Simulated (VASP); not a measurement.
# NaF (P1) in VASP: single point with r2SCAN

Aim: the single point of NaF with r2SCAN.

Program: VASP 6.6.1. These are calculated values, not measurements. Logs are shortened: lines on timing, memory, paths and dates and some standing lists are left out, and cuts for length are marked.

**1. The structure**

The typed cell holds 4 atoms: a = 5.529 Å, b = 3.223 Å, c = 3.209 Å, α = 59.67°, β = 73.36°, γ = 90.37°.

The cell was built by a generator and needn't be a form met in nature.

**2. Single point, r2SCAN**

Input file POSCAR:

```
NaF
1.0
   -2.2649820900      4.5192561700      2.2394577800
    2.2886528700     -0.0030441000      2.2692167500
    2.2772437500      2.2615769100      0.0083650100
Na F
2 2
Direct
    0.0037950000      0.9482410000      0.0111120000
    0.4942090000      0.4699560000      0.0328810000
    0.2442630000      0.7367510000      0.5060190000
    0.7649830000      0.2239810000      0.4821150000
```

Input file INCAR.step1:

```
PREC = Accurate
ENCUT = 520
ISMEAR = 0
SIGMA = 0.0333
LREAL = False
LASPH = True
NELM = 100
NBANDS = 22
GGA = PE
ALGO = Normal
EDIFF = 1E-4
LWAVE = True
LCHARG = False
```

Input file INCAR.step2:

```
PREC = Accurate
ENCUT = 520
EDIFF = 1E-7
ISMEAR = 0
SIGMA = 0.0333
LREAL = False
LASPH = True
NELM = 100
ALGO = Normal
ISIF = 2
LWAVE = False
LCHARG = False
METAGGA = R2SCAN
LMIXTAU = True
NBANDS = 22
ISTART = 1
```

Input file KPOINTS:

```
Automatic mesh
0
Gamma
  4 7 7
  0 0.5 0
```

Potentials or basis: VASP PAW PBE potentials, release 64 (Na_pv, F).

Started as:

```sh
$ cat potpaw_PBE.64/Na_pv/POTCAR potpaw_PBE.64/F/POTCAR > POTCAR
$ cp INCAR.step1 INCAR
$ mpirun -np 1 vasp_std > vasp.out
$ cp INCAR.step2 INCAR
$ mpirun -np 1 vasp_std > vasp.out
```

OUTCAR:

```text
PREC = Accurate
   ENCUT = 520
   EDIFF = 1E-7
   ISMEAR = 0
   LREAL = False
   LASPH = True
   NELM = 100
   ISIF = 2
   METAGGA = R2SCAN
   ISTART = 1

 ion  position               nearest neighbor table
   1  0.004  0.948  0.011-   4 2.17   3 2.18   3 2.21   4 2.25   4 2.28   3 2.33
   2  0.494  0.470  0.033-   3 2.22   4 2.25   3 2.26   4 2.32   3 2.32
   3  0.244  0.737  0.506-   1 2.18   1 2.21   2 2.22   2 2.26   2 2.32   1 2.33
   4  0.765  0.224  0.482-   1 2.17   2 2.25   1 2.25   1 2.28   2 2.32

  LATTYP: Found a triclinic cell.
 ALAT       =     3.2000139183
 B/A-ratio  =     1.0071616371
 C/A-ratio  =     1.7277809736
 COS(alpha) =     0.0064929300
 COS(beta)  =     0.2937472603
 COS(gamma) =     0.5006453187

  Lattice vectors:

 A1 = (  -0.0114091200,   2.2646210100,  -2.2608517400)
 A2 = (  -2.2886528700,   0.0030441000,  -2.2692167500)
 A3 = (  -2.2649820900,   4.5192561700,   2.2394577800)

Analysis of symmetry for initial positions (statically):
=====================================================================
 Subroutine PRICEL returns:
 Original cell was already a primitive cell.

 Routine SETGRP: Setting up the symmetry group for a
 triclinic supercell.

 Subroutine GETGRP returns: Found  1 space group operations
 (whereof  1 operations were pure point group operations)
 out of a pool of  2 trial point group operations.

The static configuration has the point symmetry C_1 .

Analysis of symmetry for dynamics (positions and initial velocities):
=====================================================================
 Subroutine PRICEL returns:
 Original cell was already a primitive cell.

 Routine SETGRP: Setting up the symmetry group for a
 triclinic supercell.

 Subroutine GETGRP returns: Found  1 space group operations
 (whereof  1 operations were pure point group operations)
 out of a pool of  2 trial point group operations.

The dynamic configuration has the point symmetry C_1 .

 Subroutine INISYM returns: Found  1 space group operations
 (whereof  1 operations are pure point group operations),
 and found     1 'primitive' translations

----------------------------------------------------------------------------------------

                                     Primitive cell

  volume of cell :      46.4978

  direct lattice vectors                    reciprocal lattice vectors
    -2.264982090  4.519256170  2.239457780    -0.110371421  0.110723725  0.111465299
     2.288652870 -0.003044100  2.269216750     0.108110428 -0.110085476  0.331496604
     2.277243750  2.261576910  0.008365010     0.220698143  0.220764551 -0.222292299

  length of vectors
     5.528923163  3.222931257  3.209460888     0.192005486  0.365645560  0.383221246

  position of ions in fractional coordinates (direct lattice)
     0.003795000  0.948241000  0.011112000
     0.494209000  0.469956000  0.032881000
     0.244263000  0.736751000  0.506019000
     0.764983000  0.223981000  0.482115000

  ion indices of the primitive-cell ions
   primitive index   ion index
                 1           1
                 2           2
                 3           3
                 4           4

----------------------------------------------------------------------------------------

 KPOINTS: Automatic mesh

Automatic generation of k-mesh.
 Grid dimensions read from file:
 generate k-points for:    4    7    7

 Generating k-lattice:

  Cartesian coordinates                     Fractional coordinates (reciprocal lattice)
    -0.027592855  0.027680931  0.027866325     0.250000000 -0.000000000 -0.000000000
     0.015444347 -0.015726497  0.047356658     0.000000000  0.142857143 -0.000000000
     0.031528306  0.031537793 -0.031756043    -0.000000000  0.000000000  0.142857143

  Length of vectors
     0.048001372  0.052235080  0.054745892

  Shift w.r.t. Gamma in fractional coordinates (k-lattice)
     0.000000000  0.500000000  0.000000000

 Subroutine IBZKPT returns following result:
 ===========================================

 Found     99 irreducible k-points:

 Following reciprocal coordinates:
            Coordinates               Weight
 -0.000000  0.071429  0.000000      2.000000
  0.250000  0.071429  0.000000      2.000000
  0.500000  0.071429  0.000000      2.000000
 -0.250000  0.071429 -0.000000      2.000000
  0.000000  0.214286 -0.000000      2.000000
  0.250000  0.214286 -0.000000      2.000000
[... 16 lines left out ...]
 -0.250000  0.214286  0.142857      2.000000
  0.000000  0.357143  0.142857      2.000000
 [... further k-points ...]
   k-points           NKPTS =     99   k-points in BZ     NKDIM =     99   number of bands    NBANDS=     22
   number of dos      NEDOS =    301   number of ions     NIONS =      4
   total plane-waves  NPLWV =  24192
   dimension x,y,z NGX =    42 NGY =   24 NGZ =   24
   dimension x,y,z NGXF=    84 NGYF=   48 NGZF=   48
   ions per type =               2   2
   NGX,Y,Z   is equivalent  to a cutoff of  12.63, 12.38, 12.43 a.u.
   NGXF,Y,Z  is equivalent  to a cutoff of  25.26, 24.76, 24.86 a.u.
 SYSTEM =  unknown system
   PREC   = accura    normal or accurate (medium, high low for compatibility)
   ISTART =      1    job   : 0-new  1-cont  2-samecut
   ICHARG =      0    charge: 1-file 2-atom 10-const
   ISPIN  =      1    spin polarized calculation?
   LNONCOLLINEAR =      F non collinear calculations
   LSORBIT =      F    spin-orbit coupling
   LASPH  =      T    aspherical Exc in radial PAW
   ENCUT  =  520.0 eV  38.22 Ry    6.18 a.u.  10.28  5.99  5.97*2*pi/ulx,y,z
   NELM   =    100;   NELMIN=  2; NELMDL=  0     # of ELM steps
   EDIFF  = 0.1E-06   stopping-criterion for ELM
   LREAL  =      F    real-space projection
   EDIFFG = 0.1E-05   stopping-criterion for IOM
   NSW    =      0    number of steps for IOM
   IBRION =     -1    ionic relax: 0-MD 1-quasi-New 2-CG
   NFREE  =      0    steps in history (QN), initial steepest desc. (CG)
   ISIF   =      2    stress and relaxation
   ISYM   =      2    0-nonsym 1-usesym 2-fastsym
   POTIM  = 0.5000    time-step for ionic-motion
   TEBEG  =    0.0;   TEEND  =   0.0 temperature during run
   PSTRESS=    0.0 pullay stress
   NELECT =      28.0000    total number of electrons
   NUPDOWN=      -1.0000    fix difference up-down
   EMIN   =  10.00;   EMAX   =-10.00  energy-range for DOS
   EFERMI =   0.00;   METHOD = LEGACY
   ISMEAR =     0;   SIGMA  =   0.03  broadening in eV -4-tet -1-fermi 0-gaus
   EFERMI_NEDOS =   21; number of points for ismear=-14 and -15
   IALGO  =     38    algorithm
   IMIX   =      4    mixing-type and parameters
     AMIX     =   0.40;   BMIX     =  1.00
     AMIX_MAG =   1.60;   BMIX_MAG =  1.00
  volume/ion in A,a.u.               =      11.62        78.45
  Fermi-wavevector in a.u.,A,eV,Ry     =   1.382451  2.612454 26.003074  1.911172
  Thomas-Fermi vector in A             =   2.507141
   LORBIT       =      0    0 simple, 1 ext, 2 COOP (PROOUT), +10 PAW based schemes
   METAGGA = R2SCAN    functional components
   LHFCALC =     F    Hartree Fock is set to
   AEXX    =    0.0000 exact exchange contribution
   IVDW    =     0    specifies the selected vdW correction
   LEPSILON=     F    determine dielectric tensor
   LRPA    =     F    only Hartree local field effects (RPA)
 non-spin polarized calculation
 Gauss-broadening in eV      SIGMA  =   0.03
  energy-cutoff  :      520.00
  volume of cell :       46.50
 maximum number of plane-waves:      1270
 NGX is ok and might be reduce to    42
   NGX = 21   NGY = 11   NGZ = 11

 number of electron      28.0000003 magnetization

 Free energy of the ion-electron system (eV)
  ---------------------------------------------------
  ext. energy  EPLUGINS =         0.00000000
  ---------------------------------------------------
  free energy    TOTEN  =       -25.13620519 eV

  energy without entropy =      -25.13620519  energy(sigma->0) =      -25.13620519

 E-fermi :  -2.2219     XC(G=0): -10.1360

 val. band max:       -2.3829314149   @ k =  -0.0000   0.0714   0.0000
 cond. band min:       5.2863685701   @ k =  -0.0000   0.0714   0.0000
 fundamental gap:      7.6692999850
 Fermi energy:        -2.2218769000

 k-point     1 :      -0.0000    0.0714    0.0000
  band No.  band energies     occupation
      1     -23.2320      2.00000
      2     -22.8391      2.00000
      3     -21.9560      2.00000
      4     -21.9278      2.00000
      5     -21.7841      2.00000
      6     -21.5007      2.00000
[... 14 lines left out ...]
     21      18.9750      0.00000
     22      19.7168      0.00000

 k-point     2 :       0.2500    0.0714    0.0000
  band No.  band energies     occupation
      1     -23.2007      2.00000
      2     -22.8982      2.00000
      3     -21.9561      2.00000
      4     -21.9347      2.00000
      5     -21.7153      2.00000
      6     -21.5006      2.00000
[... 14 lines left out ...]
     21      18.8333      0.00000
     22      19.7354      0.00000

 k-point     3 :       0.5000    0.0714    0.0000
  band No.  band energies     occupation
      1     -23.1687      2.00000
      2     -22.9502      2.00000
      3     -21.9562      2.00000
      4     -21.9370      2.00000
      5     -21.6651      2.00000
      6     -21.5005      2.00000
[... 14 lines left out ...]
     21      18.9949      0.00000
     22      19.1302      0.00000

 k-point     4 :      -0.2500    0.0714   -0.0000
  band No.  band energies     occupation
      1     -23.2097      2.00000
      2     -22.8830      2.00000
      3     -21.9561      2.00000
      4     -21.9327      2.00000
      5     -21.7313      2.00000
      6     -21.5005      2.00000
[... 14 lines left out ...]
     21      19.0904      0.00000
     22      19.4623      0.00000

 k-point     5 :       0.0000    0.2143   -0.0000
  band No.  band energies     occupation
      1     -23.1381      2.00000
      2     -22.9167      2.00000
      3     -21.9676      2.00000
      4     -21.8984      2.00000
      5     -21.8103      2.00000
      6     -21.5116      2.00000
[... 14 lines left out ...]
     21      18.5544      0.00000
     22      19.7908      0.00000

 k-point     6 :       0.2500    0.2143   -0.0000
  band No.  band energies     occupation
      1     -23.1447      2.00000
      2     -22.9111      2.00000
      3     -21.9676      2.00000
      4     -21.8944      2.00000
      5     -21.8176      2.00000
      6     -21.5115      2.00000
[... 14 lines left out ...]
     21      18.6512      0.00000
     22      19.5553      0.00000

 k-point     7 :       0.5000    0.2143    0.0000
  band No.  band energies     occupation
      1     -23.1427      2.00000
      2     -22.9226      2.00000
      3     -21.9677      2.00000
      4     -21.8973      2.00000
      5     -21.7889      2.00000
      6     -21.5111      2.00000
[... 324 lines left out ...]
      6     -21.5151      2.00000
[... 14 lines left out ...]
     21      18.7274      0.00000
     22      19.1817      0.00000

 k-point    21 :       0.2500    0.2143    0.1429
  band No.  band energies     occupation
      1     -23.1522      2.00000
      2     -22.9214      2.00000
      3     -21.9616      2.00000
      4     -21.9177      2.00000
      5     -21.7762      2.00000
      6     -21.5149      2.00000
[... 14 lines left out ...]
     21      18.6216      0.00000
     22      19.1313      0.00000

 k-point    22 :       0.5000    0.2143    0.1429
  band No.  band energies     occupation
      1     -23.1535      2.00000
      2     -22.9232      2.00000
      3     -21.9623      2.00000
      4     -21.9204      2.00000
      5     -21.7700      2.00000
      6     -21.5150      2.00000
[... 14 lines left out ...]
     21      19.1225      0.00000
     22      19.6166      0.00000

 k-point    23 :      -0.2500    0.2143    0.1429
  band No.  band energies     occupation
      1     -23.1578      2.00000
      2     -22.9111      2.00000
      3     -21.9633      2.00000
      4     -21.9185      2.00000
      5     -21.7864      2.00000
      6     -21.5152      2.00000
[... 14 lines left out ...]
     21      18.6491      0.00000
     22      19.6599      0.00000

 k-point    24 :       0.0000    0.3571    0.1429
  band No.  band energies     occupation
      1     -23.1288      2.00000
      2     -22.8699      2.00000
      3     -21.9872      2.00000
      4     -21.9115      2.00000
      5     -21.8321      2.00000
      6     -21.5396      2.00000
[... 14 lines left out ...]
     21      17.9379      0.00000
     22      19.8398      0.00000

 [... further k-points ...]

------------------------ aborting loop because EDIFF is reached ----------------------------------------

  FORCE on cell =-STRESS in cart. coord.  units (eV):
  Direction    XX          YY          ZZ          XY          YZ          ZX
  --------------------------------------------------------------------------------------
  -------------------------------------------------------------------------------------
  Total        0.6781148      0.6500814      0.8607082     -0.0108906      0.0235197     -0.0892277
  in kB       23.3658150     22.3998687     29.6574413     -0.3752580      0.8104196     -3.0745212
  external PRESSURE =      25.1410416 kB  Pullay stress =       0.0000000 kB

 VOLUME and BASIS-vectors are now :
 -----------------------------------------------------------------------------
  energy-cutoff  :      520.00
  volume of cell :       46.50
      direct lattice vectors                 reciprocal lattice vectors
    -2.264982090  4.519256170  2.239457780    -0.110371421  0.110723725  0.111465299
     2.288652870 -0.003044100  2.269216750     0.108110428 -0.110085476  0.331496604
     2.277243750  2.261576910  0.008365010     0.220698143  0.220764551 -0.222292299

 POSITION                                       TOTAL-FORCE (eV/Angst)
 -----------------------------------------------------------------------------------
      2.18690      0.03939      2.16036         0.256519     -0.210595      0.190375
      0.03107      2.30639      2.17347        -0.266191     -0.043180      0.230423
      2.28524      2.24605      2.22310        -0.328869      0.319987     -0.026694
     -0.12216      4.54681      2.22544         0.338540     -0.066211     -0.394104
 -----------------------------------------------------------------------------------
    total drift:                                0.004346     -0.031251     -0.001516

  FREE ENERGIE OF THE ION-ELECTRON SYSTEM (eV)
  ---------------------------------------------------
  free  energy   TOTEN  =       -25.1362051910 eV

  energy  without entropy=      -25.1362051910  energy(sigma->0) =      -25.13620519
```

Wall time 3.7 min (1 thread of Intel Xeon Platinum 8259CL at 2.50GHz (Skylake/Cascade Lake), shared host); peak memory 0.21 GiB.

What came out:

- Free energy: -25.1362 eV
- Pressure: 2.5 GPa
- Largest force: 0.524 eV/Å
- Band gap on the k mesh: 7.67 eV

Forces in eV/Å, atoms in the order of the input:
```
Na   0.257 -0.211  0.190
Na  -0.266 -0.043  0.230
F   -0.329  0.320 -0.027
F    0.339 -0.066 -0.394
```

Stress tensor (GPa, compression positive):
```
 2.34 -0.04 -0.31
-0.04  2.24  0.08
-0.31  0.08  2.97
```

Levels at points of the mesh, in eV from the valence-band top:
| k point | band 11 | band 12 | band 13 | band 14 | band 15 | band 16 | band 17 | band 18 |
| --- | --- | --- | --- | --- | --- | --- | --- | --- |
| (0.00, 0.50, 0.00) | -0.74 | -0.56 | -0.53 | -0.27 | 12.62 | 13.01 | 14.00 | 14.76 |
| (0.50, 0.50, 0.00) | -0.56 | -0.48 | -0.30 | -0.25 | 11.99 | 13.56 | 14.35 | 14.66 |

Caveat: the PAW data sets were made with another functional, which shifts forces and pressure a little.
